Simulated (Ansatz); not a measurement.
**Co: magnetic orders on spinors**

Aim: compare arrangements of the moments in a cell of Co on spinors, without spin-orbit coupling. Methods of the runs shown: PAW. Its runs: parallel moments (PAW); parallel moments on spinors (PAW); moments turn by 90 degrees from cell to cell along q = [0, 1, 1]/4 (PAW); moments start +++- on spinors (PAW).

Computed with Ansatz 0.2.0 (DFT, PBE, PAW with Ansatz's default frozen-core files, scalar-relativistic, unless a step's input says otherwise).

### Step 1. Starting point

The structure is cubic, space group Fm-3m (No. 225). Conventional cell: a = 3.544 Å, b = 3.544 Å, c = 3.544 Å, α = 90.00°, β = 90.00°, γ = 90.00°. Co (site symmetry m-3m) is surrounded by 12 Co at 2.51 Å.

As a file:

```cif
data_structure
_symmetry_space_group_name_H-M 'Fm-3m'
_symmetry_Int_Tables_number 225
_cell_length_a 3.5442
_cell_length_b 3.5442
_cell_length_c 3.5442
_cell_angle_alpha 90.000
_cell_angle_beta 90.000
_cell_angle_gamma 90.000
_cell_volume 44.52
loop_
_atom_site_label
_atom_site_type_symbol
_atom_site_symmetry_multiplicity
_atom_site_Wyckoff_symbol
_atom_site_fract_x
_atom_site_fract_y
_atom_site_fract_z
_atom_site_occupancy
Co1 Co 4 a 0.00000 0.00000 0.00000 1
```

The file gives the conventional cell by its symmetry; the runs use the cell typed in the input.

In patterns such as +-, the signs follow the magnetic atoms in the order of the input.

Atoms are numbered in the order of the input: Co1, Co2, Co3, Co4.

### Step 2. Parallel moments, PAW

The input, input.yaml:

```yaml
crystal:
  lattice:
    - [0.0, -1.7721, 1.7721]
    - [0.0, 1.7721, 1.7721]
    - [-7.0884, 0.0, 0.0]
  atoms:
    - { symbol: Co, position: [0.0, 0.0, 0.0], spin: 2.0 }
    - { symbol: Co, position: [0.0, 0.0, 0.5], spin: 2.0 }
    - { symbol: Co, position: [0.5, 0.5, 0.25], spin: 2.0 }
    - { symbol: Co, position: [0.5, 0.5, 0.75], spin: 2.0 }
magnetization:
  spin_polarized: true
kpoints:
  mp_grid: { grid: [14, 14, 5] }
scf:
  occupations: { method: fermi_dirac, width: 0.08 }
  lower_state_search: "off"
hamiltonian:
  xc: pbe
  pseudopotentials: { kind: paw }
output:
  forces: true
  stress: true
  eigenvalues: true
```

Run with:

```console
$ ansatz run input.yaml --threads 2 --pin off --max-ram 6144MiB --backend cpu --events-out ev --progress --plain --runs-dir out
```

Standard output, shortened:

```text
[...]
Pseudopotentials: kind: paw
Pseudopotential: Co, paw, valence charge 17, recommended cutoff 420 eV (normal)
Functional definition: PBE
[...]
Crystal: 4 atoms, lattice volume = 44.520 Å³
Basis set: ecut = 420 eV, 887 PW (Γ), exchange–correlation on 36×36×96 points (8 copies of the dense FFT grid, shifted against one another)
Bands: 46, of which v1, the nominal top of the filled ones, is band 34 counted from 1 (33 counted from 0)
Symmetry: 64 space group operations
Space group: Fm-3m (ITA 225), of the structure as read, at distance tolerance 3.5e-5 Å
Magnetic group: BNS 225.116 (UNI 1618), of the structure as read, at distance tolerance 3.5e-5 Å
k-points: 108 of 980
[...]
Starting moments: Σ|m| = 8 μB on 4 of 4 sites
[...]
SCF iter   1: F=—  HF=-20504.250194 eV  |F-HF|=—  |Δ(HF+E_count)|=         —  Δρ=3.84e-2 (↑2.32e-2 ↓3.84e-2)  dr2=4.25e-1  dr2_m=2.20e-1  M=6.794 μB ∫|m|=6.952 μB  β_m=0.30  ethr=6.20e-4  ⟨swp⟩=1.8  Hψ=44046  notcnv=0
[...]
spin=Collinear: Kerker preconditioning applied to the charge; magnetization (m = ρ↑ − ρ↓) channel mixes plain (no charge-response kernel on spin).
[...]
spin-set hold released at iteration 10 (site moments contracting): the magnetisation degrees of freedom join the quasi-Newton model from the next iteration; the mixer history was flushed
[...]
SCF iter  16: F=-20504.581956 eV  HF=-20504.581956 eV  |F-HF|=7.17e-10  |Δ(HF+E_count)|=   5.19e-8  Δρ=5.08e-6 (↑4.08e-6 ↓5.08e-6)  dr2=1.41e-8  dr2_m=8.39e-10  M=6.694 μB ∫|m|=7.304 μB  ethr=1.47e-10  ⟨swp⟩=5.9  Hψ=38991  notcnv=0
[...]
SCF converged after 16 iterations
Magnetization: 6.6941 μB (37.3470 up, 30.6530 down)
Absolute magnetization: 7.3056 μB (∫|ρ↑−ρ↓|, with the PAW one-centre terms)
Spin contamination: 0.1101 ħ² per cell (⟨S²⟩ above its minimum at these occupations)
Per-site moments (μB) at R_I (Å): [(1.7433745989448015, 1.0337777397260617), (1.7433745989448015, 1.0337777397260617), (1.7433745989448015, 1.0337777397260617), (1.7433745989448015, 1.0337777397260617)]
Free energy (F): -20504.581956 eV
[...]
E sigma→0 (E₀):  -20504.531856 eV
Entropy (-TS):   -0.100199 eV (-25.050 meV/atom)
Fermi energy:    18.243921 eV
[...]
--- Forces (eV/Å), atoms counted from 1 ---
  atom   1  Co     0.00000000     0.00000000     0.00000000
  atom   2  Co     0.00000000     0.00000000     0.00000000
  atom   3  Co    -0.00000000    -0.00000000     0.00000000
  atom   4  Co    -0.00000000    -0.00000000     0.00000000
[...]
--- Stress (GPa, compression-positive) ---
       -3.803222      -0.000000       0.000000
       -0.000000      -3.619333       0.000000
        0.000000       0.000000      -3.619333
  P = ⅓ Tr σ = -3.6806 GPa (-36.806 kbar)
--- Band table (eV; the first three rows and the last of 216) ---
[...]
```

Run time: 20 s. Hardware: 2 threads of Arm Neoverse V2, shared host; peak memory 0.53 GiB.

Result: total moment 6.69 μB; site moments Co1 1.74, Co2 1.74, Co3 1.74, Co4 1.74 μB; pressure -3.68 GPa; no gap.

### Step 3. Parallel moments on spinors, PAW

The input, input.yaml:

```yaml
crystal:
  lattice:
    - [0.0, -1.7721, 1.7721]
    - [0.0, 1.7721, 1.7721]
    - [-7.0884, 0.0, 0.0]
  atoms:
    - { symbol: Co, position: [0.0, 0.0, 0.0], spin: 1.7, spin_axis: [0.0, 0.0, 1.0] }
    - { symbol: Co, position: [0.0, 0.0, 0.5], spin: 1.7, spin_axis: [0.0, 0.0, 1.0] }
    - { symbol: Co, position: [0.5, 0.5, 0.25], spin: 1.7, spin_axis: [0.0, 0.0, 1.0] }
    - { symbol: Co, position: [0.5, 0.5, 0.75], spin: 1.7, spin_axis: [0.0, 0.0, 1.0] }
magnetization:
  noncollinear: true
kpoints:
  mp_grid: { grid: [14, 14, 5] }
scf:
  occupations: { method: fermi_dirac, width: 0.08 }
  lower_state_search: "off"
hamiltonian:
  xc: pbe
  pseudopotentials: { kind: paw }
output:
  eigenvalues: false
  write_density: true
  write_potential: true
  elf: true
  volumetric_format: npy
```

Run with:

```console
$ ansatz run input.yaml --threads 2 --pin off --max-ram 6144MiB --backend cpu --events-out ev --progress --plain --runs-dir out
```

Standard output, shortened:

```text
settings of this run that can trade accuracy for cost: output.eigenvalues: false. Do not mix this run's numbers with those of runs without the same settings; the input reference describes each key
[...]
[... 3 set-up lines as earlier in the session ...]
[...]
Crystal: 4 atoms, lattice volume = 44.520 Å³
Basis set: ecut = 420 eV, 887 PW (Γ)
Bands: 82, of which v1, the nominal top of the filled ones, is band 68 counted from 1 (67 counted from 0)
Symmetry: 64 space group operations + 64 with time reversal
Moments: of one size on atoms that these operations exchange, one fixing the others by the rotation that the starting moments gave each, and all in one plane where the starting moments lie in one or along one axis (crystal.symmetry.detect: false holds none)
k-points: 108 of 980
[...]
an eigenvalue changed by more than its tolerance at an iteration that met the thresholds in force, so the SCF went on 1 time: the last check found none over its tolerance
Magnetization: |M| = 6.6941 μB,  M = (+0.0000, +0.0000, +6.6941) μB
Absolute magnetization: 7.3056 μB (∫|m|, with the PAW one-centre terms)
Moment direction: held on its axis by an average over the rotations of spin about it
  site 0: m = (+0.0000, +0.0000, +1.7434) μB, |m| = 1.7434 μB  (R = 1.03 Å)
  site 1: m = (+0.0000, +0.0000, +1.7434) μB, |m| = 1.7434 μB  (R = 1.03 Å)
  site 2: m = (+0.0000, +0.0000, +1.7434) μB, |m| = 1.7434 μB  (R = 1.03 Å)
  site 3: m = (+0.0000, +0.0000, +1.7434) μB, |m| = 1.7434 μB  (R = 1.03 Å)
Free energy (F): -20504.581951 eV
[...]
E sigma→0 (E₀):  -20504.531852 eV
Entropy (-TS):   -0.100199 eV (-25.050 meV/atom)
Fermi energy:    18.243948 eV
[...]
settings of this run that can trade accuracy for cost: output.eigenvalues: false. Do not mix this run's numbers with those of runs without the same settings; the input reference describes each key
```

Run time: 79 s. Hardware: 2 threads of Arm Neoverse V2, shared host; peak memory 0.81 GiB.

Read from it: total moment 6.69 μB; moments (x, y, z) Co1 (0.00, 0.00, 1.74), Co2 (0.00, 0.00, 1.74), Co3 (0.00, 0.00, 1.74), Co4 (0.00, 0.00, 1.74) μB.

Density in a lattice plane of the grid's cell (edges 2.51 and 7.09 Å, at 0.000 of the third edge), which holds Co.

Ten even steps from '0' (0.20 e/Å³) to '9' (56.94 e/Å³):
```
31000001
00000000
00000000
00000000
00000000
00000000
00000000
00000000
31000001
94000004
31000001
00000000
00000000
00000000
00000000
00000000
00000000
00000000
31000001
94000004
```
Columns run along the first of these edges and rows up along the second, over one cell in 8 and 20 even steps from the bottom left corner. Atoms in the plane (fractional): Co at (0.00, 0.00), Co at (0.00, 0.50).

ELF in the same plane.

Ten even steps from '0' (0.15) to '9' (0.99):
```
85101015
10012100
00122210
11111111
11111111
11111111
00122210
10012100
85101015
98201028
85101015
10012100
00122210
11111111
11111111
11111111
00122210
10012100
85101015
98201028
```
Columns run along the first of these edges and rows up along the second, over one cell in 8 and 20 even steps from the bottom left corner. Atoms in the plane (fractional): Co at (0.00, 0.00), Co at (0.00, 0.50).

Both are smooth fields of the valence electrons: close to the nuclei they are not physical.

### Step 4. Moments turn by 90 degrees from cell to cell along q = [0, 1, 1]/4, PAW

The input, input.yaml:

```yaml
crystal:
  lattice:
    - [0.0, -1.7721, 1.7721]
    - [0.0, 1.7721, 1.7721]
    - [-7.0884, 0.0, 0.0]
  atoms:
    - { symbol: Co, position: [0.0, 0.0, 0.0], spin: 1.7, spin_axis: [1.0, 0.0, 0.0] }
    - { symbol: Co, position: [0.0, 0.0, 0.5], spin: 1.7, spin_axis: [-1.0, 0.0, 0.0] }
    - { symbol: Co, position: [0.5, 0.5, 0.25], spin: 1.7, spin_axis: [0.0, -1.0, 0.0] }
    - { symbol: Co, position: [0.5, 0.5, 0.75], spin: 1.7, spin_axis: [0.0, 1.0, 0.0] }
magnetization:
  noncollinear: true
kpoints:
  mp_grid: { grid: [14, 14, 5] }
scf:
  occupations: { method: fermi_dirac, width: 0.08 }
  lower_state_search: "off"
hamiltonian:
  xc: pbe
  pseudopotentials: { kind: paw }
output:
  eigenvalues: false
```

Run with:

```console
$ ansatz run input.yaml --threads 2 --pin off --max-ram 6144MiB --backend cpu --events-out ev --progress --plain --runs-dir out
```

Standard output, shortened:

```text
settings of this run that can trade accuracy for cost: output.eigenvalues: false. Do not mix this run's numbers with those of runs without the same settings; the input reference describes each key
[...]
[... 3 set-up lines as earlier in the session ...]
[...]
Crystal: 4 atoms, lattice volume = 44.520 Å³
Basis set: ecut = 420 eV, 887 PW (Γ)
Bands: 82, of which v1, the nominal top of the filled ones, is band 68 counted from 1 (67 counted from 0)
[... 1 set-up line as earlier in the session ...]
Moments: of one size on atoms that these operations exchange, one fixing the others by the rotation that the starting moments gave each, and all in one plane where the starting moments lie in one or along one axis (crystal.symmetry.detect: false holds none)
k-points: 108 of 980
[...]
SCF converged after 15 iterations
Magnetization: |M| = 0.0000 μB,  M = (+0.0000, -0.0000, +0.0000) μB
Absolute magnetization: 5.8164 μB (∫|m|, with the PAW one-centre terms)
  site 0: m = (+1.3912, +0.0000, +0.0000) μB, |m| = 1.3912 μB  (R = 1.03 Å)
  site 1: m = (-1.3912, -0.0000, +0.0000) μB, |m| = 1.3912 μB  (R = 1.03 Å)
  site 2: m = (+0.0000, -1.3912, +0.0000) μB, |m| = 1.3912 μB  (R = 1.03 Å)
  site 3: m = (-0.0000, +1.3912, +0.0000) μB, |m| = 1.3912 μB  (R = 1.03 Å)
Free energy (F): -20504.033172 eV
[...]
E sigma→0 (E₀):  -20503.957543 eV
Entropy (-TS):   -0.151258 eV (-37.814 meV/atom)
Fermi energy:    18.177859 eV
[...]
settings of this run that can trade accuracy for cost: output.eigenvalues: false. Do not mix this run's numbers with those of runs without the same settings; the input reference describes each key
```

Wall time 72 s (2 threads of Arm Neoverse V2, shared host); peak memory 0.84 GiB.

Read from it: total moment 0.00 μB; moments (x, y, z) Co1 (1.39, 0.00, 0.00), Co2 (-1.39, 0.00, 0.00), Co3 (0.00, -1.39, 0.00), Co4 (0.00, 1.39, 0.00) μB.

### Step 5. Moments start +++- on spinors, PAW

The input, input.yaml:

```yaml
crystal:
  lattice:
    - [0.0, -1.7721, 1.7721]
    - [0.0, 1.7721, 1.7721]
    - [-7.0884, 0.0, 0.0]
  atoms:
    - { symbol: Co, position: [0.0, 0.0, 0.0], spin: 1.7, spin_axis: [0.0, 0.0, 1.0] }
    - { symbol: Co, position: [0.0, 0.0, 0.5], spin: 1.7, spin_axis: [0.0, 0.0, 1.0] }
    - { symbol: Co, position: [0.5, 0.5, 0.25], spin: 1.7, spin_axis: [0.0, 0.0, 1.0] }
    - { symbol: Co, position: [0.5, 0.5, 0.75], spin: 1.7, spin_axis: [0.0, 0.0, -1.0] }
magnetization:
  noncollinear: true
kpoints:
  mp_grid: { grid: [14, 14, 5] }
scf:
  occupations: { method: fermi_dirac, width: 0.08 }
  lower_state_search: "off"
hamiltonian:
  xc: pbe
  pseudopotentials: { kind: paw }
output:
  eigenvalues: false
```

Run with:

```console
$ ansatz run input.yaml --threads 2 --pin off --max-ram 6144MiB --backend cpu --events-out ev --progress --plain --runs-dir out
```

Standard output, shortened:

```text
settings of this run that can trade accuracy for cost: output.eigenvalues: false. Do not mix this run's numbers with those of runs without the same settings; the input reference describes each key
[...]
[... 3 set-up lines as earlier in the session ...]
[...]
Crystal: 4 atoms, lattice volume = 44.520 Å³
Basis set: ecut = 420 eV, 887 PW (Γ)
Bands: 82, of which v1, the nominal top of the filled ones, is band 68 counted from 1 (67 counted from 0)
Symmetry: 16 space group operations + 16 with time reversal
Moments: of one size on atoms that these operations exchange, one fixing the others by the rotation that the starting moments gave each, and all in one plane where the starting moments lie in one or along one axis (crystal.symmetry.detect: false holds none)
k-points: 108 of 980
[...]
Magnetization: |M| = 6.6941 μB,  M = (+0.0000, +0.0000, +6.6941) μB
Absolute magnetization: 7.3056 μB (∫|m|, with the PAW one-centre terms)
Moment direction: held on its axis by an average over the rotations of spin about it
  site 0: m = (+0.0000, +0.0000, +1.7434) μB, |m| = 1.7434 μB  (R = 1.03 Å)
  site 1: m = (+0.0000, +0.0000, +1.7434) μB, |m| = 1.7434 μB  (R = 1.03 Å)
  site 2: m = (+0.0000, +0.0000, +1.7434) μB, |m| = 1.7434 μB  (R = 1.03 Å)
  site 3: m = (+0.0000, +0.0000, +1.7434) μB, |m| = 1.7434 μB  (R = 1.03 Å)
Free energy (F): -20504.581951 eV
[...]
E sigma→0 (E₀):  -20504.531852 eV
Entropy (-TS):   -0.100198 eV (-25.050 meV/atom)
Fermi energy:    18.243944 eV
[...]
settings of this run that can trade accuracy for cost: output.eigenvalues: false. Do not mix this run's numbers with those of runs without the same settings; the input reference describes each key
```

Run time: 3 min. Hardware: 2 threads of Arm Neoverse V2, shared host; peak memory 0.82 GiB.

Read from it: total moment 6.69 μB; moments (x, y, z) Co1 (0.00, 0.00, 1.74), Co2 (0.00, 0.00, 1.74), Co3 (0.00, 0.00, 1.74), Co4 (0.00, 0.00, 1.74) μB.

### Step 6. The series in one table

The reference is each method's run with parallel moments; energies are per magnetic atom (4 in the cell).

```
                                                               run  method  energy from the method's reference (meV/magnetic atom)  total moment (μB)  largest site moment (μB)  cycles   time
                                       parallel moments on spinors     PAW                                                     0.0               6.69                      1.74      15   79 s
moments turn by 90 degrees from cell to cell along q = [0, 1, 1]/4     PAW                                                   137.2               0.00                      1.39      15   72 s
                                     moments start +++- on spinors     PAW                                                     0.0               6.69                      1.74      46  3 min
```

### Step 7. Results

| quantity | value |
| --- | --- |
| lowest state (PAW), reached from several starts | Co1 1.74, Co2 1.74, Co3 1.74, Co4 1.74 μB |

By PAW the starts «parallel moments on spinors» and «moments start +++- on spinors» end in one state, the lowest found. A run can end in another pattern than it began with. Only this cell's orders were tried, so longer waves of spin are out of reach. Other magnetic orders may lie lower; this is the state that the run reached. The k mesh (14×14×5) wasn't tested for convergence.
